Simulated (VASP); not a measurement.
# AlP (F-43m) in VASP: notebook, part 2 of 2

VASP 6.6.1.

### 4 Single point, r2SCAN

This run uses another cell than the first one, of 19.73 Å³/atom.

The input, POSCAR:

```
AlP
1.0
    0.0000000000      2.7021128200      2.7021128200
    2.7021128200      0.0000000000      2.7021128200
    2.7021128200      2.7021128200      0.0000000000
Al P
1 1
Direct
    0.0000000000      0.0000000000      0.0000000000
    0.2500000000      0.2500000000      0.2500000000
```

The input, INCAR.step1:

```
SYSTEM = AlP
  PREC = Accurate
  ENCUT = 550
  ISMEAR = -1
  SIGMA = 0.02
  LREAL = .False.
  LASPH = .True.
  NELM = 120
  NBANDS = 11
  GGA = PE
  ALGO = Normal
  EDIFF = 1E-5
  LWAVE = .True.
  LCHARG = .False.
  GGA_COMPAT = .False.
```

The input, INCAR.step2:

```
SYSTEM = AlP
  PREC = Accurate
  ENCUT = 550
  EDIFF = 1E-6
  ISMEAR = -1
  SIGMA = 0.02
  LREAL = .False.
  LASPH = .True.
  NELM = 120
  ALGO = Normal
  ISIF = 2
  LWAVE = .False.
  LCHARG = .False.
  METAGGA = R2SCAN
  LMIXTAU = .True.
  NBANDS = 11
  ISTART = 1
  GGA_COMPAT = .False.
```

The input, KPOINTS:

```
regular mesh
0
Gamma
  10 10 10
  0 0 0
```

Potentials or basis: VASP PAW PBE potentials, release 64 (Al, P).

Started as:

```sh
$ cat potpaw_PBE.64/Al/POTCAR potpaw_PBE.64/P/POTCAR > POTCAR
$ cp INCAR.step1 INCAR
$ mpirun -np 1 vasp_std > vasp.out
$ cp INCAR.step2 INCAR
$ mpirun -np 1 vasp_std > vasp.out
```

OUTCAR:

```text
SYSTEM = AlP
   PREC = Accurate
   ENCUT = 550
   EDIFF = 1E-6
   ISMEAR = -1
   LREAL = .False.
   LASPH = .True.
   NELM = 120
   ISIF = 2
   METAGGA = R2SCAN
   ISTART = 1

 ion  position               nearest neighbor table
   1  0.000  0.000  0.000-   2 2.34   2 2.34   2 2.34   2 2.34
   2  0.250  0.250  0.250-   1 2.34   1 2.34   1 2.34   1 2.34

  LATTYP: Found a face centered cubic cell.
 ALAT       =     5.4042256400

  Lattice vectors:

 A1 = (   0.0000000000,   2.7021128200,   2.7021128200)
 A2 = (   2.7021128200,   0.0000000000,   2.7021128200)
 A3 = (   2.7021128200,   2.7021128200,   0.0000000000)

Analysis of symmetry for initial positions (statically):
=====================================================================
 Subroutine PRICEL returns:
 Original cell was already a primitive cell.

 Routine SETGRP: Setting up the symmetry group for a
 face centered cubic supercell.

 Subroutine GETGRP returns: Found 24 space group operations
 (whereof 24 operations were pure point group operations)
 out of a pool of 48 trial point group operations.

The static configuration has the point symmetry T_d .

Analysis of symmetry for dynamics (positions and initial velocities):
=====================================================================
 Subroutine PRICEL returns:
 Original cell was already a primitive cell.

 Routine SETGRP: Setting up the symmetry group for a
 face centered cubic supercell.

 Subroutine GETGRP returns: Found 24 space group operations
 (whereof 24 operations were pure point group operations)
 out of a pool of 48 trial point group operations.

The dynamic configuration has the point symmetry T_d .

 Subroutine INISYM returns: Found 24 space group operations
 (whereof 24 operations are pure point group operations),
 and found     1 'primitive' translations

----------------------------------------------------------------------------------------

                                     Primitive cell

  volume of cell :      39.4585

  direct lattice vectors                    reciprocal lattice vectors
     0.000000000  2.702112820  2.702112820    -0.185040386  0.185040386  0.185040386
     2.702112820  0.000000000  2.702112820     0.185040386 -0.185040386  0.185040386
     2.702112820  2.702112820  0.000000000     0.185040386  0.185040386 -0.185040386

  length of vectors
     3.821364597  3.821364597  3.821364597     0.320499350  0.320499350  0.320499350

  position of ions in fractional coordinates (direct lattice)
     0.000000000  0.000000000  0.000000000
     0.250000000  0.250000000  0.250000000

  ion indices of the primitive-cell ions
   primitive index   ion index
                 1           1
                 2           2

----------------------------------------------------------------------------------------

 KPOINTS: regular mesh

Automatic generation of k-mesh.
 Grid dimensions read from file:
 generate k-points for:   10   10   10

 Generating k-lattice:

  Cartesian coordinates                     Fractional coordinates (reciprocal lattice)
    -0.018504039  0.018504039  0.018504039     0.100000000  0.000000000  0.000000000
     0.018504039 -0.018504039  0.018504039     0.000000000  0.100000000  0.000000000
     0.018504039  0.018504039 -0.018504039     0.000000000  0.000000000  0.100000000

  Length of vectors
     0.032049935  0.032049935  0.032049935

  Shift w.r.t. Gamma in fractional coordinates (k-lattice)
     0.000000000  0.000000000  0.000000000

 Subroutine IBZKPT returns following result:
 ===========================================

 Found     47 irreducible k-points:

 Following reciprocal coordinates:
            Coordinates               Weight
  0.000000  0.000000  0.000000      1.000000
  0.100000  0.000000  0.000000      8.000000
  0.200000  0.000000  0.000000      8.000000
  0.300000  0.000000  0.000000      8.000000
  0.400000  0.000000  0.000000      8.000000
  0.500000  0.000000  0.000000      4.000000
[... 16 lines left out ...]
  0.300000  0.300000  0.000000      6.000000
  0.400000  0.300000  0.000000     24.000000
 [... further k-points ...]
   k-points           NKPTS =     47   k-points in BZ     NKDIM =     47   number of bands    NBANDS=     11
   number of dos      NEDOS =    301   number of ions     NIONS =      2
   total plane-waves  NPLWV =  27000
   dimension x,y,z NGX =    30 NGY =   30 NGZ =   30
   dimension x,y,z NGXF=    60 NGYF=   60 NGZF=   60
   ions per type =               1   1
   NGX,Y,Z   is equivalent  to a cutoff of  13.05, 13.05, 13.05 a.u.
   NGXF,Y,Z  is equivalent  to a cutoff of  26.10, 26.10, 26.10 a.u.
 SYSTEM =  AlP
   PREC   = accura    normal or accurate (medium, high low for compatibility)
   ISTART =      1    job   : 0-new  1-cont  2-samecut
   ICHARG =      0    charge: 1-file 2-atom 10-const
   ISPIN  =      1    spin polarized calculation?
   LNONCOLLINEAR =      F non collinear calculations
   LSORBIT =      F    spin-orbit coupling
   LASPH  =      T    aspherical Exc in radial PAW
   ENCUT  =  550.0 eV  40.42 Ry    6.36 a.u.   7.31  7.31  7.31*2*pi/ulx,y,z
   NELM   =    120;   NELMIN=  2; NELMDL=  0     # of ELM steps
   EDIFF  = 0.1E-05   stopping-criterion for ELM
   LREAL  =      F    real-space projection
   EDIFFG = 0.1E-04   stopping-criterion for IOM
   NSW    =      0    number of steps for IOM
   IBRION =     -1    ionic relax: 0-MD 1-quasi-New 2-CG
   NFREE  =      0    steps in history (QN), initial steepest desc. (CG)
   ISIF   =      2    stress and relaxation
   ISYM   =      2    0-nonsym 1-usesym 2-fastsym
   POTIM  = 0.5000    time-step for ionic-motion
   TEBEG  =    0.0;   TEEND  =   0.0 temperature during run
   PSTRESS=    0.0 pullay stress
   NELECT =       8.0000    total number of electrons
   NUPDOWN=      -1.0000    fix difference up-down
   EMIN   =  10.00;   EMAX   =-10.00  energy-range for DOS
   EFERMI =   0.00;   METHOD = LEGACY
   ISMEAR =    -1;   SIGMA  =   0.02  broadening in eV -4-tet -1-fermi 0-gaus
   EFERMI_NEDOS =   21; number of points for ismear=-14 and -15
   IALGO  =     38    algorithm
   IMIX   =      4    mixing-type and parameters
     AMIX     =   0.40;   BMIX     =  1.00
     AMIX_MAG =   1.60;   BMIX_MAG =  1.00
  volume/ion in A,a.u.               =      19.73       133.14
  Fermi-wavevector in a.u.,A,eV,Ry     =   0.961741  1.817426 12.584644  0.924945
  Thomas-Fermi vector in A             =   2.091139
   LORBIT       =      0    0 simple, 1 ext, 2 COOP (PROOUT), +10 PAW based schemes
   METAGGA = R2SCAN    functional components
   LHFCALC =     F    Hartree Fock is set to
   AEXX    =    0.0000 exact exchange contribution
   IVDW    =     0    specifies the selected vdW correction
   LEPSILON=     F    determine dielectric tensor
   LRPA    =     F    only Hartree local field effects (RPA)
 non-spin polarized calculation
  energy-cutoff  :      550.00
  volume of cell :       39.46
 maximum number of plane-waves:      1179
 NGX is ok and might be reduce to    30
   NGX = 15   NGY = 15   NGZ = 15

 number of electron       7.9999999 magnetization

 Free energy of the ion-electron system (eV)
  ---------------------------------------------------
  ext. energy  EPLUGINS =         0.00000000
  ---------------------------------------------------
  free energy    TOTEN  =       -17.19332935 eV

  energy without entropy =      -17.19332935  energy(sigma->0) =      -17.19332935

 E-fermi :   5.0540     XC(G=0):  -9.7537

 val. band max:        4.6929735144   @ k =   0.0000   0.0000   0.0000
 cond. band min:       6.5442748811   @ k =   0.5000   0.5000   0.0000
 fundamental gap:      1.8513013667
 Fermi energy:         5.0540160951

 k-point     1 :       0.0000    0.0000    0.0000
  band No.  band energies     occupation
      1      -7.4802      2.00000
      2       4.6930      2.00000
      3       4.6930      2.00000
      4       4.6930      2.00000
      5       8.9819      0.00000
      6       9.7158      0.00000
      7       9.7158      0.00000
      8       9.7158      0.00000
      9      14.0376      0.00000
     10      14.0376      0.00000
     11      16.1380      0.00000
[... 309 lines left out ...]
 k-point    24 :       0.4000    0.3000    0.0000
  band No.  band energies     occupation
      1      -5.6935      2.00000
      2       0.2508      2.00000
      3       2.5018      2.00000
      4       2.8346      2.00000
      5       7.4261      0.00000
      6       8.5571      0.00000
      7      13.5080      0.00000
      8      13.6743      0.00000
      9      16.4762      0.00000
     10      16.9517      0.00000
     11      19.4061      0.00000

 [... further k-points ...]
[... 5 lines left out ...]
  --------------------------------------------------------------------------------------
  -------------------------------------------------------------------------------------
  Total        0.9104287      0.9104287      0.9104287      0.0000000     -0.0000000      0.0000000
  in kB       36.9671593     36.9671593     36.9671593      0.0000000     -0.0000000      0.0000000
  external PRESSURE =      36.9671593 kB  Pullay stress =       0.0000000 kB

 VOLUME and BASIS-vectors are now :
 -----------------------------------------------------------------------------
  energy-cutoff  :      550.00
  volume of cell :       39.46
      direct lattice vectors                 reciprocal lattice vectors
     0.000000000  2.702112820  2.702112820    -0.185040386  0.185040386  0.185040386
     2.702112820  0.000000000  2.702112820     0.185040386 -0.185040386  0.185040386
     2.702112820  2.702112820  0.000000000     0.185040386  0.185040386 -0.185040386

 POSITION                                       TOTAL-FORCE (eV/Angst)
 -----------------------------------------------------------------------------------
      0.00000      0.00000      0.00000         0.000000     -0.000000      0.000000
      1.35106      1.35106      1.35106        -0.000000      0.000000     -0.000000
 -----------------------------------------------------------------------------------
    total drift:                               -0.000000     -0.000000     -0.000000

  FREE ENERGIE OF THE ION-ELECTRON SYSTEM (eV)
  ---------------------------------------------------
  free  energy   TOTEN  =       -17.1933293452 eV

  energy  without entropy=      -17.1933293452  energy(sigma->0) =      -17.19332935
```

It took 87 s on 1 thread of Intel Xeon Platinum 8259CL at 2.50GHz (Skylake/Cascade Lake), shared host; peak memory 0.17 GiB.

Results:

```yaml
Free_energy: -17.1933 eV
Pressure: 3.7 GPa
Band_gap_on_the_k_mesh: 1.85 eV (least direct gap 4.10 eV)
```

Levels at points of the mesh, in eV from the valence-band top:
| k point | band 1 | band 2 | band 3 | band 4 | band 5 | band 6 | band 7 | band 8 | band 9 |
| --- | --- | --- | --- | --- | --- | --- | --- | --- | --- |
| (0.00, 0.00, 0.00) | -12.17 | 0.00 | 0.00 | 0.00 | 4.29 | 5.02 | 5.02 | 5.02 | 9.34 |
| (0.50, 0.00, 0.00) | -10.35 | -5.81 | -0.81 | -0.81 | 3.45 | 5.23 | 5.23 | 9.05 | 12.27 |
| (0.50, 0.50, 0.00) | -9.63 | -5.54 | -2.24 | -2.24 | 1.85 | 2.84 | 12.27 | 12.27 | 12.89 |

Caveat: the cell stands under pressure; the PAW data sets were made with another functional, which shifts forces and pressure a little. A k mesh can miss the band edges.

### 5 Overview

```tsv
cell	k mesh	gap on the mesh (eV)	pressure (GPa)
a = 3.874 Å, angles 60.0°, 2 atoms	8 × 8 × 8	1.93	-0.3
a = 3.795 Å, angles 60.0°, 2 atoms	10 × 10 × 10	1.81	6.0
a = 3.821 Å, angles 60.0°, 2 atoms	10 × 10 × 10	1.85	3.7
```

Alike in all rows: task single point; level r2SCAN; potentials or basis VASP PAW PBE potentials, release 64 (Al, P); no spin polarisation; cutoff (eV) 550; smearing fermi-dirac 0.02 eV.

Caveats: the PAW data sets were made with another functional, which shifts forces and pressure a little; the cell stands under pressure (at least some runs).

Total energies depend on the potentials used, so only differences within one code and one set of settings carry meaning.

### 6 Against experiment

Step 2. Against the measured gap of AlP, 2.505 eV (indirect; 4.2 K; a printed reference work, data compilation), the calculated 1.93 eV is off by -0.58 eV. The value is that of r2SCAN on a finite k mesh, which can miss the band edges, without temperature or zero-point motion.
